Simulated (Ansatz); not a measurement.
# MoS2: the cost of one run

Program: Ansatz 0.2.0. Level of theory: DFT PBE+D3(BJ), scalar-relativistic, plane waves, PAW. These are calculated values, not measurements.

The COD entry's cell or inner coordinates are ideal or old and differ from later refinements, so a difference from it is no clean test against experiment.

3 further runs of the same task are left out: 3 set aside as unsound or not needed. Runs told in other sessions of the task aren't counted.

## (1) Starting point

Symmetry: R-3m, No. 166, trigonal system. The conventional cell has a = 3.134 Å, b = 3.134 Å, c = 17.865 Å, α = 90.00°, β = 90.00°, γ = 120.00°. Around Mo (site symmetry -3m) lie 6 S at 2.42 Å. Around S (site symmetry 3m) lie 3 Mo at 2.42 Å.

Coordinates:

```cif
data_structure
_symmetry_space_group_name_H-M 'P 1'
_symmetry_Int_Tables_number 1
_cell_length_a 6.2239
_cell_length_b 6.2239
_cell_length_c 6.2239
_cell_angle_alpha 29.167
_cell_angle_beta 29.167
_cell_angle_gamma 29.167
_cell_volume 50.66
loop_
_atom_site_label
_atom_site_type_symbol
_atom_site_fract_x
_atom_site_fract_y
_atom_site_fract_z
_atom_site_occupancy
Mo1 Mo 0.00000 0.00000 0.00000 1
S1 S 0.75637 0.75637 0.75637 1
S2 S 0.24363 0.24363 0.24363 1
```

It is the result of an earlier relaxation at this level (volume 16.89 Å³/atom; gap on the mesh: none (metal)).

## (2) What is varied

The energy is mapped over a normal mode and a strain (zone-centre modes of the cell shown) (x along [1 0 0], y along [1 2 0], z along [0 0 1] of the conventional cell).

- amplitude of mode 7 (265 cm⁻¹), largest displacement in the unstrained cell: 5 values from −0.135 to 0.135 Å
- normal strain along y: 5 values from −7.0 to 7.0 %

Nothing else is relaxed (the pattern is fixed in fractional coordinates). Energies count from the relaxed high-symmetry cell. Points are written as (first, second).

The modes come from a phonon run on the reference cell, made beforehand.

Displacement patterns for an amplitude of 1 (Å):

| atom | x1 | y1 | z1 |
| --- | --- | --- | --- |
| Mo1 | 0.000 | 0.000 | 0.000 |
| S2 | 0.000 | 1.000 | 0.000 |
| S3 | 0.000 | -1.000 | 0.000 |

## (3) The run at (−0.135 Å, −7.0 %)

input.yaml reads:

```yaml
crystal:
  lattice:
    - [1.5671157387, 0.841440465, 5.9549887142]
    - [-1.5671157387, 0.841440465, 5.9549887142]
    - [0.0, -1.6828809301, 5.9549887142]
  atoms:
    - { symbol: Mo, position: [0.0, 0.0, 0.0] }
    - { symbol: S, position: [0.7315023783, 0.7315023783, 0.8061065869] }
    - { symbol: S, position: [0.2684976217, 0.2684976217, 0.1938934131] }
basis:
  ecutwfc: 420
kpoints:
  mp_grid: { grid: [15, 15, 15] }
hamiltonian:
  xc: pbe
  pseudopotentials: { kind: paw, azcp: { folder: soft_1 } }
  dispersion: d3bj
scf:
  occupations: { method: gaussian, width: 0.15 }
output:
  forces: true
  stress: true
  eigenvalues: true
```

Run with:

```console
ansatz run input.yaml --threads 2 --pin off --max-ram 4096MiB --backend cpu --events-out ev --progress --plain --runs-dir out
```

Q: Estimate wall time and peak memory on 2 threads of Arm Neoverse N1, shared host.

About 38 s, with a peak of 0.77 GiB.
